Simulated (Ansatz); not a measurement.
The system is FeO.

```
Fe O
1.0
     1.51768    0.87623    2.51579
    -1.51768    0.87623    2.51579
     0.00000   -1.75247    2.51579
Fe O
1 1
Direct
  0.00000 0.00000 0.00000
  0.50000 0.50000 0.50000
```

Base run:

```yaml
Program: Ansatz 0.2.0
Functional: LDA
Potentials_or_basis: Ansatz PAW
Cutoff: "420 eV (not typed: the program's choice for these potentials)"
k_mesh: 11 × 11 × 11
Occupations: fermi-dirac, width 0.05 eV
Spin: collinear spin, ferromagnetic start
Starting_moments: "[3.0, 0.0] μB"
Hubbard_terms: Fe d U = 3 eV
```

Its results: band gap on the k mesh 0.50 eV, indirect (least direct gap 1.77 eV); pressure -7.1 GPa; net moment 4.00 μB per cell; site moments Fe +3.45; O +0.25 μB.

Task: After a change of settings the same cell gave: band gap on the k mesh none (metal or under the smearing width); pressure -10.9 GPa; net moment 4.00 μB per cell; site moments Fe +3.45; O +0.29 μB. Which change was it?
A. functional from LDA to PBE; hubbard terms from Fe d U = 3 eV to none; hubbard projectors from ortho-atomic (the default) to none
B. hubbard terms from Fe d U = 3 eV to none; hubbard projectors from ortho-atomic (the default) to none
C. hubbard terms from Fe d U = 3 eV to Fe d U = 6 eV
D. hubbard terms from Fe d U = 3 eV to Fe d U = 2 eV

Result: D.

Caveats: the magnetic or orbital state may not be the lowest; a cell with one magnetic atom can't hold antiferromagnetic order, which such compounds often take; the PAW data sets come from PBE, with cores solved anew for the run's functional, which leaves a small shift of forces and pressure; the density of states is complete only up to the lowest level of the last band computed; odd divisions of the mesh miss points on the zone boundary, where band edges often lie, so the gap on the mesh can be too wide (some runs).
